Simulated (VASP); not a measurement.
# MgB2 (P6/mmm) in VASP: further runs

Runs on MgB2. Level: LDA. Tasks: relaxation of cell and atoms.

Program: VASP 6.6.1. These are calculated values, not measurements. Logs are shortened: lines on timing, memory, paths and dates and some standing lists are left out, and cuts for length are marked.

## Step 1: The crystal as given

The structure is hexagonal, space group P6/mmm (No. 191). The conventional cell has a = 3.085 Å, b = 3.085 Å, c = 3.523 Å, α = 90.00°, β = 90.00°, γ = 120.00°. Mg (site symmetry 6/mmm) has 12 B at 2.51 Å as nearest neighbours. B (site symmetry -6m2) has 3 B at 1.78 Å as nearest neighbours.

## Step 2: Relaxation of cell and atoms, LDA

File INCAR:

```
ALGO     = Normal         # electronic algorithm
EDIFF    = 1E-6           # SCF threshold, eV
EDIFFG   = -0.01          # ionic threshold
ENCUT    = 600            # plane-wave cutoff, eV
GGA      = CA             # functional
IBRION   = 2              # ionic algorithm
ISIF     = 3              # what is computed and relaxed
ISMEAR   = 1              # smearing method
KPAR     = 2            
LASPH    = T              # aspherical terms in the spheres
LCHARG   = F              # write CHGCAR
LREAL    = F              # projectors in reciprocal space
LWAVE    = F              # write WAVECAR
NELM     = 80             # most SCF steps
NSW      = 90             # ionic steps
PREC     = Accurate       # precision mode
SIGMA    = 0.1            # smearing width, eV
```

File KPOINTS:

```
k-points
0
Gamma
  15 15 10
```

File POSCAR:

```
MgB2
1.0
    3.0850000000      0.0000000000      0.0000000000
   -1.5425000000      2.6716883707      0.0000000000
    0.0000000000      0.0000000000      3.5230000000
Mg B
1 2
Direct
    0.0000000000      0.0000000000      0.0000000000
    0.3333333333      0.6666666667      0.5000000000
    0.6666666667      0.3333333333      0.5000000000
```

Potentials or basis: VASP PAW LDA potentials, release 64 (Mg, B).

Started as:

```console
> cat potpaw_LDA.64/Mg/POTCAR potpaw_LDA.64/B/POTCAR > POTCAR
> mpirun -np 2 vasp_std > vasp.out
```

OUTCAR:

```text
EDIFF = 1E-6
   EDIFFG = -0.01
   ENCUT = 600
   GGA = CA
   IBRION = 2
   ISIF = 3
   ISMEAR = 1
   LASPH = T
   LREAL = F
   NELM = 80
   NSW = 90
   PREC = Accurate

 ion  position               nearest neighbor table
   1  0.000  0.000  0.000-   2 2.51   3 2.51   2 2.51   3 2.51   3 2.51   3 2.51   2 2.51   2 2.51
                             3 2.51   3 2.51   2 2.51   2 2.51
   2  0.333  0.667  0.500-   3 1.78   3 1.78   3 1.78   1 2.51   1 2.51   1 2.51   1 2.51   1 2.51
                             1 2.51
   3  0.667  0.333  0.500-   2 1.78   2 1.78   2 1.78   1 2.51   1 2.51   1 2.51   1 2.51   1 2.51
                             1 2.51

  LATTYP: Found a hexagonal cell.
 ALAT       =     3.0850000000
 C/A-ratio  =     1.1419773096

  Lattice vectors:

 A1 = (   3.0850000000,   0.0000000000,   0.0000000000)
 A2 = (  -1.5425000000,   2.6716883707,   0.0000000000)
 A3 = (   0.0000000000,   0.0000000000,   3.5230000000)

Analysis of symmetry for initial positions (statically):
=====================================================================
 Subroutine PRICEL returns:
 Original cell was already a primitive cell.

 Routine SETGRP: Setting up the symmetry group for a
 hexagonal supercell.

 Subroutine GETGRP returns: Found 24 space group operations
 (whereof 24 operations were pure point group operations)
 out of a pool of 24 trial point group operations.

The static configuration has the point symmetry D_6h.

Analysis of symmetry for dynamics (positions and initial velocities):
=====================================================================
 Subroutine PRICEL returns:
 Original cell was already a primitive cell.

 Routine SETGRP: Setting up the symmetry group for a
 hexagonal supercell.

 Subroutine GETGRP returns: Found 24 space group operations
 (whereof 24 operations were pure point group operations)
 out of a pool of 24 trial point group operations.

The dynamic configuration has the point symmetry D_6h.

 Subroutine INISYM returns: Found 24 space group operations
 (whereof 24 operations are pure point group operations),
 and found     1 'primitive' translations

----------------------------------------------------------------------------------------

                                     Primitive cell

  volume of cell :      29.0371

  direct lattice vectors                    reciprocal lattice vectors
     3.085000000  0.000000000  0.000000000     0.324149109  0.187147575  0.000000000
    -1.542500000  2.671688371  0.000000000     0.000000000  0.374295150  0.000000000
[... 102 lines left out ...]
   ISMEAR =     1;   SIGMA  =   0.10  broadening in eV -4-tet -1-fermi 0-gaus
   EFERMI_NEDOS =   21; number of points for ismear=-14 and -15
   IALGO  =     38    algorithm
   IMIX   =      4    mixing-type and parameters
     AMIX     =   0.40;   BMIX     =  1.00
     AMIX_MAG =   1.60;   BMIX_MAG =  1.00
  volume/ion in A,a.u.               =       9.68        65.32
  Fermi-wavevector in a.u.,A,eV,Ry     =   1.065255  2.013040 15.439462  1.134768
  Thomas-Fermi vector in A             =   2.200801
   LORBIT       =      0    0 simple, 1 ext, 2 COOP (PROOUT), +10 PAW based schemes
   GGA     = CA    functional components
   LHFCALC =     F    Hartree Fock is set to
   AEXX    =    0.0000 exact exchange contribution
   IVDW    =     0    specifies the selected vdW correction
   LEPSILON=     F    determine dielectric tensor
   LRPA    =     F    only Hartree local field effects (RPA)
 conjugate gradient relaxation of ions
 non-spin polarized calculation
 Methfessel and Paxton  Order N= 1 SIGMA  =   0.10
  energy-cutoff  :      600.00
  volume of cell :       29.04
 maximum number of plane-waves:       986
 NGX is ok and might be reduce to    28
   NGX = 13   NGY = 13   NGZ = 15

--------------------------------------- Ionic step        1  -------------------------------------------

 number of electron       8.0000000 magnetization

 Free energy of the ion-electron system (eV)
  ---------------------------------------------------
  ext. energy  EPLUGINS =         0.00000000
  ---------------------------------------------------
  free energy    TOTEN  =       -17.24839204 eV

  energy without entropy =      -17.24851205  energy(sigma->0) =      -17.24843205

------------------------ aborting loop because EDIFF is reached ----------------------------------------

  FORCE on cell =-STRESS in cart. coord.  units (eV):
  Direction    XX          YY          ZZ          XY          YZ          ZX
  --------------------------------------------------------------------------------------
  -------------------------------------------------------------------------------------
  Total       -1.7017022     -1.7017022     -1.1020886     -0.0000000      0.0000000      0.0000000
  in kB      -93.8945809    -93.8945809    -60.8097860     -0.0000000      0.0000000      0.0000000
  external PRESSURE =     -82.8663159 kB  Pullay stress =       0.0000000 kB
[... 135 lines left out ...]
--------------------------------------- Ionic step        5  -------------------------------------------

 number of electron       8.0000000 magnetization

 Free energy of the ion-electron system (eV)
  ---------------------------------------------------
  ext. energy  EPLUGINS =         0.00000000
  ---------------------------------------------------
  free energy    TOTEN  =       -17.29016054 eV

  energy without entropy =      -17.29039272  energy(sigma->0) =      -17.29023793

 E-fermi :   5.5562     XC(G=0): -11.3149

 val. band max:        5.5560132563   @ k =   0.1333   0.0000   0.3000
 cond. band min:       5.5613064584   @ k =   0.4667   0.0000   0.3000
 fundamental gap:      0.0052932020
 Fermi energy:         5.5561549288

 k-point     1 :       0.0000    0.0000    0.0000
  band No.  band energies     occupation
      1      -7.0095      2.00000
      2       2.5773      2.00000
      3       5.9902     -0.00000
      4       5.9902     -0.00000
      5       7.4087     -0.00000
      6      12.1094      0.00000
      7      12.1094      0.00000
      8      14.4278      0.00000
[... 243 lines left out ...]
 k-point    24 :       0.4000    0.2000    0.0000
  band No.  band energies     occupation
      1      -2.4937      2.00000
      2      -1.9176      2.00000
      3       1.0869      2.00000
      4       6.4049     -0.00000
      5       8.4287      0.00000
      6      11.4931      0.00000
      7      11.7019      0.00000
      8      14.1141      0.00000

 [... further k-points ...]
[... 5 lines left out ...]
  --------------------------------------------------------------------------------------
  -------------------------------------------------------------------------------------
  Total        0.0015936      0.0015936      0.0000402      0.0000000     -0.0000000      0.0000000
  in kB        0.0928982      0.0928982      0.0023412      0.0000000     -0.0000000      0.0000000
  external PRESSURE =       0.0627125 kB  Pullay stress =       0.0000000 kB
[... 18 lines left out ...]
  FREE ENERGIE OF THE ION-ELECTRON SYSTEM (eV)
  ---------------------------------------------------
  free  energy   TOTEN  =       -17.2901605352 eV

  energy  without entropy=      -17.2903927178  energy(sigma->0) =      -17.29023793

 reached required accuracy - stopping structural energy minimisation
```

OSZICAR:

```text
N       E                     dE             d eps       ncg     rms          rms(c)
DAV:   1     0.742496412534E+01    0.74250E+01   -0.42876E+03  2712   0.951E+02
DAV:   2    -0.187159520982E+02   -0.26141E+02   -0.24929E+02  3800   0.119E+02
DAV:   3    -0.190874651100E+02   -0.37151E+00   -0.37109E+00  3336   0.172E+01
[... 33 lines left out ...]
       N       E                     dE             d eps       ncg     rms          rms(c)
DAV:   1    -0.172901817009E+02   -0.40956E-04   -0.77794E-04  3560   0.218E-01    0.181E-02
DAV:   2    -0.172901630995E+02    0.18601E-04   -0.43104E-05  3480   0.413E-02    0.677E-03
DAV:   3    -0.172901606010E+02    0.24984E-05   -0.10393E-05  3200   0.183E-02    0.133E-03
DAV:   4    -0.172901605352E+02    0.65812E-07   -0.34510E-07  1600   0.463E-03
   5 F= -.17290161E+02 E0= -.17290238E+02  d E =-.108870E-02
```

Wall time 34 s (2 MPI ranks of AMD EPYC 9R45 (Zen 5), shared host); peak memory 0.16 GiB.

What came out:

- Free energy: -17.2902 eV
- Relaxed volume: 9.16 Å³/atom
- Relaxed cell: a = 3.029 Å, b = 3.029 Å, c = 3.458 Å, α = 90.00°, β = 90.00°, γ = 120.00°
- Space group after relaxing (to 0.05 Å): P6/mmm (No. 191)
- Energy gained by relaxing: 13.9 meV/atom
- Ionic steps: 5
- Pressure after relaxing: 0.0 GPa
- Band gap on the k mesh: none (metal or under the smearing width)

The path:
| step | energy change (eV) | largest force (eV/Å) | pressure (GPa) | volume (Å³) |
| --- | --- | --- | --- | --- |
| 1 | 0.0000 | 0.0000 | -8.29 | 29.04 |
| 2 | -0.0330 | 0.0000 | 3.70 | 26.98 |
| 3 | -0.0407 | 0.0000 | -0.22 | 27.58 |
| 4 | -0.0417 | 0.0000 | -0.03 | 27.50 |
| 5 | -0.0418 | 0.0000 | 0.01 | 27.48 |

Final structure:
```
Mg B
1.0
     3.02941    0.00000    0.00000
    -1.51470    2.62354    0.00000
     0.00000    0.00000    3.45811
Mg B
1 2
Direct
  0.00000 0.00000 0.00000
  0.33333 0.66667 0.50000
  0.66667 0.33333 0.50000
```

Levels at points of the mesh, in eV from the Fermi level:
```
           k point  band 1  band 2  band 3  band 4  band 5  band 6  band 7  band 8
(0.00, 0.00, 0.00)  -12.57   -2.98    0.43    0.43    1.85    6.55    6.55    8.87
(0.00, 0.00, 0.50)  -11.19   -7.62    0.83    0.83    6.86    6.86    8.28   10.36
```

LDA usually gives volumes a few per cent too small. Zero-point motion and thermal expansion aren't in these numbers.

## Step 3: Relaxation of cell and atoms, LDA

This run uses another cell than the first one, of 9.16 Å³/atom, 0.947 times its volume.

Edit INCAR of step 2 so:

```diff
@@ -1,4 +1,4 @@
 ALGO     = Normal         # electronic algorithm
-EDIFF    = 1E-6           # SCF threshold, eV
-EDIFFG   = -0.01          # ionic threshold
+EDIFF    = 1E-7           # SCF threshold, eV
+EDIFFG   = -0.005         # ionic threshold
 ENCUT    = 600            # plane-wave cutoff, eV
```

KPOINTS is that of step 2.

File POSCAR:

```
MgB2                                    
1.0
    3.0294058635      0.0000000000     -0.0000000000
   -1.5147029317      2.6235424362     -0.0000000000
    0.0000000000     -0.0000000000      3.4581121320
  Mg              B             
     1     2
Direct
     0.0000000000000000    0.0000000000000000    0.0000000000000000
     0.3333333332999970    0.6666666667000030    0.5000000000000000
     0.6666666667000030    0.3333333332999970    0.5000000000000000
```

Potentials or basis: VASP PAW LDA potentials, release 64 (Mg, B).

Started as:

```console
> cat potpaw_LDA.64/Mg/POTCAR potpaw_LDA.64/B/POTCAR > POTCAR
> mpirun -np 2 vasp_std > vasp.out
```

Run time: 10 s. Hardware: 2 MPI ranks of AMD EPYC 9R45 (Zen 5), shared host; peak memory 0.14 GiB.

The run converged. Its results:

```
Free energy             : -17.2895 eV
Pressure after relaxing : 0.0 GPa
Band gap on the k mesh  : none (metal or under the smearing width)
```

Final structure:
```
CELL_PARAMETERS angstrom
3.02941 0.00000 0.00000
-1.51470 2.62354 0.00000
0.00000 0.00000 3.45811
ATOMIC_POSITIONS crystal
Mg 0.00000 0.00000 0.00000
B 0.33333 0.66667 0.50000
B 0.66667 0.33333 0.50000
```

Levels at points of the mesh, in eV from the Fermi level:
```csv
k point,band 1,band 2,band 3,band 4,band 5,band 6,band 7,band 8
"(0.00, 0.00, 0.00)",-12.57,-2.98,0.43,0.43,1.85,6.55,6.55,8.87
"(0.00, 0.00, 0.50)",-11.19,-7.62,0.83,0.83,6.86,6.86,8.28,10.36
```

Caveat: the relaxation stopped at its first step, so nothing moved.
